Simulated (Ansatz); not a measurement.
# AlAs (F-43m): exact exchange against the cheap answer (a further series), part 3 of 3

Aim: see how the gap and pressure of AlAs (F-43m) move with the amount and range of exact exchange, and what each run costs.

Ansatz 0.2.0; DFT at several levels, plane waves, PAW. The steps go on from the part before.

### Step 4. PBE0 form (fraction 0.5)

The input, input.yaml:

```yaml
crystal:
  lattice:
    - [0.0, 2.83040004, 2.83040004]
    - [2.83040004, 0.0, 2.83040004]
    - [2.83040004, 2.83040004, 0.0]
  atoms:
    - { symbol: Al, position: [0.0, 0.0, 0.0] }
    - { symbol: As, position: [0.75, 0.75, 0.75] }
basis:
  ecutwfc: 420
  ecutrho_ratio: 4
kpoints:
  mp_grid: { grid: [4, 4, 4] }
hamiltonian:
  xc: { exchange: pbe, correlation: pbe, exx: { coeff: 0.5 } }
scf:
  occupations: { method: gaussian, width: 0.05 }
  n_extra_bands: 9
output:
  forces: true
  stress: true
  eigenvalues: true
  populations: true
  dos: { projected: true, de: 0.02 }
```

On the command line:

```sh
ansatz run input.yaml --threads 4 --pin off --max-ram 8192MiB --backend cpu --events-out ev --progress --plain --runs-dir out
```

The log of the run:

```text
Warning: output.stress: scf.convergence.dr2_threshold = 1e-7 eV (the SCF's general default) is looser than the 2e-10 eV advised for a printed stress (1e-10 eV for each atom of the cell: 2). What an SCF threshold leaves in a stress goes as its square root, and in the free energy as the threshold itself, and one threshold admits the most on a small cell: of the crystals measured, under no hybrid functional and no lock of the moments, on runs that ended without the residual-converged pass, on stresses that held no estimate of that error, the worst erred by over 100 MPa in a component at 1e-7 eV an atom and by under 5 at 1e-10. Set scf.convergence.dr2_threshold to 2e-10 eV or tighter. The threshold is an SCF's pass mark: one that does not reach it within its budget of iterations ends unconverged, or closes short of it on a stop that the run arms, and scf.convergence.dr2_threshold's page says what that costs each kind of run
Warning: output.stress: scf.exx.energy_threshold = 1e-6 eV is looser than the 2e-8 eV advised for a stress under a hybrid functional (1e-8 eV for each atom of the cell: 2). Every SCF of the exchange loop can meet its threshold on dr2 while the loop round them stops early: no threshold on dr2 bounds what that leaves in the stress. Set scf.exx.energy_threshold to 2e-8 eV or tighter. The threshold is the loop's pass mark: a loop that does not reach it within its budget of cycles ends unconverged, and scf.exx.energy_threshold's page has the law
Warning: RAYON_NUM_THREADS=4 ignored (pool sized by the plan → 4); use --threads N
scf.n_extra_bands = 9 over 9 filled bands (N_el = 18.0): the run solves 18 bands
Engine: ansatz 0.2.0, aarch64-unknown-linux-gnu
Pseudopotentials: kind: paw
Pseudopotential: Al, paw, valence charge 3, recommended cutoff 420 eV (normal), Al.paw.azcp
Pseudopotential: As, paw, valence charge 15, recommended cutoff 420 eV (normal), As.paw.azcp
Functional definition: unnamed
  parameter a_1 = 0.5
  exchange = (1 - a_1)*pbe_x + a_1*exact_x
  correlation = pbe_c
Crystal: 2 atoms, lattice volume = 45.350 Å³
Basis set: ecut = 420 eV, 893 PW (Γ), exchange–correlation on 54×54×54 points (8 copies of the dense FFT grid, shifted against one another)
Bands: 18, of which v1, the nominal top of the filled ones, is band 9 counted from 1 (8 counted from 0)
Symmetry: 24 space group operations
Space group: F-43m (ITA 216), of the structure as read, at distance tolerance 3.6e-5 Å
k-points: 8 of 64 (time reversal used)
Non-local potential: Al, projectors of the file, l = 0: 2, l = 1: 2, l = 2: 1
Non-local potential: As, projectors of the file, l = 0: 2, l = 1: 2, l = 2: 3, l = 3: 1
PAW form: soft (Blöchl's): semilocal exchange-correlation on the pseudo side does not see the compensation charge
PAW frozen core: Al, regenerated for the run's functional, and the local potential with it (the file was generated under x = pbe(κ = 0.804, μ = 0.2195149727645171), c = pbe(β = 0.06672455060314922))
PAW frozen core: As, regenerated for the run's functional, and the local potential with it (the file was generated under x = pbe(κ = 0.804, μ = 0.2195149727645171), c = pbe(β = 0.06672455060314922))
PAW one-centre angular grid: Al, 110 points (default); XC on 64 Gauss nodes
PAW one-centre angular grid: As, 590 points (default); XC on 64 Gauss nodes
Initial density: superposition of atomic densities (neutral atoms: chi_scale 0, normalization atom), corrected by the library's trained network
Initial wavefunctions: pseudopotential atomic-orbital guess
Functional: x = pbe(κ = 0.804, μ = 0.2195149727645171), c = pbe(β = 0.06672455060314922), warm-up for x = 0.5 pbe(κ = 0.804, μ = 0.2195149727645171) + 0.5 exact, c = pbe(β = 0.06672455060314922)
SCF iter   1: F=—  HF=-5394.483592 eV  |F-HF|=—  |Δ(HF+E_count)|=         —  Δρ=9.72e-4  dr2=3.28e-4  ethr=1.77e-3  ⟨swp⟩=10.5  Hψ=705  notcnv=0
preconditioner: auto → none  [insulator: Δε(μ)=1.417 eV  Ē_g=13.552 eV  σ=0.050 eV  W_gap=1.00  n_scr=14 (ndim 8)  ℏωp=15.6 eV  f_vac=0.006  D(μ)=0.00/eV (n_scr^D=0)]
SCF iter   2: F=-5394.483487 eV  HF=-5394.483459 eV  |F-HF|=2.81e-5  |Δ(HF+E_count)|=   1.33e-4  Δρ=3.58e-4  dr2=4.10e-5  ethr=1.82e-6  ⟨swp⟩=4.1  Hψ=374  notcnv=0
SCF 1 stopped early in 2 iterations: F = -5394.483487 eV  dr2 = 4.10e-5
Initial density: handed on by an earlier stage of this run
Initial wavefunctions: those handed on with the density
Functional: x = 0.5 pbe(κ = 0.804, μ = 0.2195149727645171) + 0.5 exact, c = pbe(β = 0.06672455060314922)
Frozen-core exchange: fock
SCF iter   1: F=—  HF=-5398.320777 eV  |F-HF|=—  |Δ(HF+E_count)|=         —  Δρ=7.46e-3  dr2=1.51e-2  ethr=2.28e-6  ⟨swp⟩=6.0  Hψ=716  notcnv=0
preconditioner: auto → none  [insulator: Δε(μ)=4.066 eV  Ē_g=18.119 eV  σ=0.050 eV  W_gap=1.00  n_scr=14 (ndim 8)  ℏωp=15.6 eV  f_vac=0.006  D(μ)=0.00/eV (n_scr^D=0)]
SCF iter   2: F=—  HF=-5398.297115 eV  |F-HF|=—  |Δ(HF+E_count)|=   2.37e-2  Δρ=3.44e-3  dr2=3.38e-3  ethr=2.28e-6  ⟨swp⟩=4.0  Hψ=448  notcnv=0
SCF iter   3: F=—  HF=-5398.296249 eV  |F-HF|=—  |Δ(HF+E_count)|=   8.66e-4  Δρ=1.38e-3  dr2=6.09e-3  ethr=2.28e-6  ⟨swp⟩=3.0  Hψ=247  notcnv=0
SCF iter   4: F=—  HF=-5398.328614 eV  |F-HF|=—  |Δ(HF+E_count)|=   3.24e-2  Δρ=1.43e-3  dr2=7.27e-4  ethr=1.64e-6  ⟨swp⟩=4.0  Hψ=435  notcnv=0
SCF iter   5: F=—  HF=-5398.329615 eV  |F-HF|=—  |Δ(HF+E_count)|=   1.00e-3  Δρ=3.79e-4  dr2=6.44e-5  ethr=1.64e-6  ⟨swp⟩=3.5  Hψ=296  notcnv=0
SCF iter   6: F=-5398.329662 eV  HF=-5398.329667 eV  |F-HF|=4.99e-6  |Δ(HF+E_count)|=   5.22e-5  Δρ=1.33e-4  dr2=7.54e-6  ethr=2.40e-7  ⟨swp⟩=3.1  Hψ=287  notcnv=0
SCF 2 stopped early in 6 iterations: F = -5398.329662 eV  dr2 = 7.54e-6
hybrid outer 1: dexx = +4.298e-2 eV, tail = 6.49e-4 eV
Frozen-core exchange: fock
SCF iter   1: F=—  HF=-5398.331520 eV  |F-HF|=—  |Δ(HF+E_count)|=         —  Δρ=1.69e-4  dr2=6.46e-6  ethr=1.80e-5  ⟨swp⟩=2.8  Hψ=295  notcnv=0
preconditioner: auto → none  [insulator: Δε(μ)=4.176 eV  Ē_g=18.123 eV  σ=0.050 eV  W_gap=1.00  n_scr=14 (ndim 8)  ℏωp=15.6 eV  f_vac=0.009  D(μ)=0.00/eV (n_scr^D=0)]
SCF iter   2: F=—  HF=-5398.331529 eV  |F-HF|=—  |Δ(HF+E_count)|=   9.21e-6  Δρ=1.10e-4  dr2=2.72e-6  ethr=2.81e-8  ⟨swp⟩=4.0  Hψ=356  notcnv=0
SCF iter   3: F=—  HF=-5398.331529 eV  |F-HF|=—  |Δ(HF+E_count)|=   1.07e-7  Δρ=4.70e-5  dr2=4.14e-7  ethr=1.42e-8  ⟨swp⟩=2.0  Hψ=218  notcnv=0
SCF iter   4: F=—  HF=-5398.331529 eV  |F-HF|=—  |Δ(HF+E_count)|=   5.62e-8  Δρ=8.21e-6  dr2=4.66e-8  ethr=2.19e-9  ⟨swp⟩=3.4  Hψ=294  notcnv=0
SCF iter   5: F=—  HF=-5398.331529 eV  |F-HF|=—  |Δ(HF+E_count)|=   8.97e-9  Δρ=2.90e-6  dr2=7.93e-9  ethr=2.24e-10  ⟨swp⟩=4.0  Hψ=388  notcnv=0
SCF iter   6: F=-5398.331529 eV  HF=-5398.331529 eV  |F-HF|=1.28e-9  |Δ(HF+E_count)|=   5.26e-9  Δρ=1.22e-6  dr2=1.35e-9  ethr=3.70e-11  ⟨swp⟩=3.5  Hψ=334  notcnv=0  defer=1
SCF 3 converged in 6 iterations: F = -5398.331529 eV  dr2 = 1.35e-9
  Residual-converged pass: ⟨swp⟩=2.0  Hψ=216  notcnv=0  max |occ|·‖R‖ = 1.5e-6 eV (tolerance 2.4e-6 eV)  dr2=1.34e-9  dr2_onsite=3.62e-10  max |Δocc| = 0.0e0
hybrid outer 2: dexx = +8.567e-6 eV, tail = 8.75e-7 eV, Δε = 5.36e-3 eV (about 4.44e-4 eV left of the loop's levels)
Frozen-core exchange: fock
SCF iter   1: F=—  HF=-5398.331531 eV  |F-HF|=—  |Δ(HF+E_count)|=         —  Δρ=5.48e-6  dr2=9.33e-9  ethr=2.43e-8  ⟨swp⟩=2.8  Hψ=295  notcnv=0
preconditioner: auto → none  [insulator: Δε(μ)=4.177 eV  Ē_g=18.123 eV  σ=0.050 eV  W_gap=1.00  n_scr=14 (ndim 8)  ℏωp=15.6 eV  f_vac=0.009  D(μ)=0.00/eV (n_scr^D=0)]
SCF iter   2: F=-5398.331531 eV  HF=-5398.331531 eV  |F-HF|=1.90e-9  |Δ(HF+E_count)|=   1.37e-8  Δρ=3.33e-6  dr2=2.99e-9  ethr=4.19e-11  ⟨swp⟩=4.0  Hψ=359  notcnv=0
SCF 4 converged in 2 iterations: F = -5398.331531 eV  dr2 = 2.99e-9
  Residual-converged pass: ⟨swp⟩=2.2  Hψ=212  notcnv=0  max |occ|·‖R‖ = 2.2e-6 eV (tolerance 2.4e-6 eV)  dr2=2.99e-9  dr2_onsite=3.76e-10  max |Δocc| = 0.0e0
hybrid outer 3: dexx = +1.090e-8 eV, tail = 7.50e-9 eV, Δε = 1.07e-4 eV (about 2.45e-5 eV left of the loop's levels), ΔF = 2.31e-17 eV/Å (tail 2.24e-17)
hybrid SCF converged: 3 outer / 14 inner (+2 warm-up), last move |dexx| = 1.09e-8 eV, tail = 7.50e-9 eV
Stability not checked: this state was not tested for a lower state beside it, because the functional holds exact exchange (a hybrid, or Hartree-Fock), whose exchange loop this test does not read (fock_operator; see scf.lower_state_search)
Free energy (F): -5398.331531 eV
Frozen-core exchange: fock
Harris-Foulkes:  -5398.331531 eV  (|F-HF|=1.90e-9)
Internal energy: -5398.331531 eV  (E = F + TS)
E sigma→0 (E₀):  -5398.331531 eV
Fermi energy:    6.804434 eV
--- Per-component energies (eV) ---
  E_band       = -370.802283
  E_kinetic    = 126.002715
  E_local      = -2115.728647  (includes V_loc(G=0)·N_el)
  E_nonlocal   = -661.333983
  E_hartree    = 1134.291573
  E_xc         = -65.124762
  E_vxc        = -59.961276  (∫ρ·V_xc dr)
  E_exx        = -145.197640  (= α·E_x^exact, valence–valence)
  E_paw        = -2213.239847  (= ΣΔE_a)
  E_vpaw       = 362.030956  (= ΣTr[D̂ρ^β])
  E_aug_tail   = 0.000006  (compensation charges beyond the density's cutoff)
  E_ewald      = -1456.336038
  E_core_change = -1.664909  (= ΣΔE_core)
  E_smearing   = -0.000000  (= −TS)
  E_closure    = 0.000000  (closes the sum)
  Σ components = -5398.331531   (vs F -5398.331531, Δ=-9.09e-13)
--- Forces (eV/Å), atoms counted from 1 ---
  atom   1  Al    -0.00000000     0.00000000     0.00000000
  atom   2  As    -0.00000000     0.00000000     0.00000000
  max |Σ_I F_I| component: 2.56e-16 eV/Å
--- Stress (GPa, compression-positive) ---
       -0.527912      -0.000000      -0.000000
       -0.000000      -0.527912       0.000000
       -0.000000       0.000000      -0.527912
  P = ⅓ Tr σ = -0.5279 GPa (-5.279 kbar)
--- Band table (eV; the first three rows and the last of 8) ---
  k-point 0: bands = ["-36.4181", "-36.4181", "-36.4181", "-36.4064", "-36.4064", "-9.5957", "4.7158", "4.7158", "4.7158", "10.0988", "12.2393", "12.2393", "12.2393", "17.1145", "17.3686", "17.3686", "19.8177", "19.8177"]
  k-point 1: bands = ["-36.4178", "-36.4177", "-36.4177", "-36.4063", "-36.4063", "-8.8774", "0.7791", "4.1636", "4.1636", "10.5050", "12.9421", "12.9421", "14.7164", "16.5495", "16.5495", "17.5762", "20.9878", "23.8074"]
  k-point 2: bands = ["-36.4175", "-36.4173", "-36.4173", "-36.4060", "-36.4060", "-7.8011", "-2.0286", "3.7277", "3.7277", "9.9442", "12.6155", "12.6155", "15.8196", "19.8062", "20.2513", "20.2513", "20.8611", "20.8611"]
  k-point 7: bands = ["-36.4178", "-36.4173", "-36.4164", "-36.4063", "-36.4058", "-7.0538", "-1.4074", "0.9349", "1.4254", "12.0441", "13.9181", "13.9658", "13.9872", "19.4341", "21.3016", "21.4165", "22.9982", "24.9292"]
--- Löwdin populations: 2 sites ---
  site symbol       q [e]
     0     Al      2.5321
     1     As     15.4078
  spilling = 0.003339 (of n_electrons = 18.000000)
```

Wall time 5.1 s (4 threads of Arm Neoverse V1, shared host); peak memory 0.61 GiB.

In short: volume 22.675 Å³/atom, pressure -0.53 GPa, mesh gap 4.18 eV.

States per cell in windows of 1 eV (zero at the valence-band top), total and by projection:

| from | to | total | As 4p | Al 3p | Al 3s |
| --- | --- | --- | --- | --- | --- |
| -7 | -6 | 0.73 | 0.41 | 0.06 | 0.23 |
| -6 | -5 | 0.79 | 0.45 | 0.08 | 0.21 |
| -5 | -4 | 0.33 | 0.20 | 0.03 | 0.07 |
| -4 | -3 | 1.01 | 0.65 | 0.27 | 0.05 |
| -3 | -2 | 1.27 | 0.86 | 0.37 | 0.03 |
| -2 | -1 | 1.47 | 1.09 | 0.36 | 0.01 |
| -1 | 0 | 0.40 | 0.32 | 0.07 | 0.00 |
| 0 | 1 | 0.00 | 0.00 | 0.00 | 0.00 |
| 1 | 2 | 0.00 | 0.00 | 0.00 | 0.00 |
| 2 | 3 | 0.00 | 0.00 | 0.00 | 0.00 |
| 3 | 4 | 0.00 | 0.00 | 0.00 | 0.00 |
| 4 | 5 | 0.06 | 0.00 | 0.04 | 0.00 |
| 5 | 6 | 1.43 | 0.14 | 0.62 | 0.30 |
| 6 | 7 | 0.58 | 0.11 | 0.23 | 0.09 |
| 7 | 8 | 0.47 | 0.09 | 0.14 | 0.08 |

### Step 5. The sweep

The summary covers parts 1 to 3.

| level | exact exchange | gap on the mesh (eV) | change of gap (eV) | pressure (GPa) | wall time | CPU time |
| --- | --- | --- | --- | --- | --- | --- |
| PBE (earlier series) | 0.00 | 1.42 | 0 | 2.9 | 0.45 s | 1.1 s |
| HSE06 form (fraction 0.15, screening 0.5 Å⁻¹) | 0.15 | 1.59 | +0.17 | 2.3 | 4.6 s | 15 s |
| PBE0 form (fraction 0.4) | 0.40 | 3.61 | +2.19 | 0.1 | 5 s | 17 s |
| PBE0 form (fraction 0.5) | 0.50 | 4.18 | +2.76 | -0.5 | 5.1 s | 17 s |

Changes count from PBE. Times are on 4 threads of Arm Neoverse V1, shared host; the hybrid runs also made densities of states.

Against 1.42 eV at PBE, the runs with exact exchange give 1.59 (HSE06 form (fraction 0.15, screening 0.5 Å⁻¹)) to 4.18 eV (PBE0 form (fraction 0.5)). The pressure spans -0.5 to 2.9 GPa, negative where a level wants a smaller cell on this coarse mesh, whose own error is in all of them. The median run with exact exchange took 14 times the CPU time of the cheap one. Measured gap of AlAs: 2.229 eV (an exciton energy, a little under the gap; 4 K; a printed reference work, data compilation). This calculation gives 4.18 eV (+87.4 %). So large a miss can be the level of theory's own, or it may mean another phase, state or a wrong row. 3 values of this kind are on record (2.229 to 3.13 eV); this one was drawn at random among those near their median, those with a stated uncertainty first. That is the widest gap here, from PBE0 form (fraction 0.5), over a coarse mesh. Gaps are over this coarse mesh alone, and total energies of different levels can't be compared. The program warned that the SCF threshold is loose for the stress of this hybrid run.
